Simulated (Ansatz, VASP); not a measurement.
# CsBr2 in VASP and in Ansatz

```
Cs Br
1.0
     2.77887    1.60438    5.64960
    -2.77887    1.60438    5.64960
     0.00000   -3.20876    5.64960
Cs Br
1 2
Direct
  0.00000 0.00000 0.00000
  0.79299 0.79299 0.79299
  0.20701 0.20701 0.20701
```

Alike in both runs: functional PBE; k mesh 6 × 6 × 6; occupations gaussian, width 0.1 eV; no spin polarisation.

Ansatz relaxed the structure, and its values are those at the end. VASP's run is a single point on that final structure, the one shown.

|  | VASP | Ansatz |
| --- | --- | --- |
| version | VASP 6.6.1 | Ansatz 0.2.0 |
| potentials or method | VASP PAW PBE potentials, release 64 (Cs_sv, Br) | scalar-relativistic, plane waves, PAW |
| plane-wave cutoff (eV) | 520 | 420 |
| valence electrons in the cell | 23 | 23 |

```tsv
	VASP	Ansatz	Ansatz less VASP
gap on the k mesh at the Fermi level (eV)	none	none	-
pressure (GPa)	0.1	0.0	-0.02
rms of the force components (eV/Å)	0.005	0.002	-0.0024
```

A gap of «none» marks a metal or a gap that the smearing closes. With one functional, cell and mesh, what is left measures potentials, basis and numerics.

Caveats: an odd number of electrons without spin polarisation forces a metal; a magnetic or distorted state may lie lower. The runs have no spin-orbit coupling, so splittings on Cs are missing.
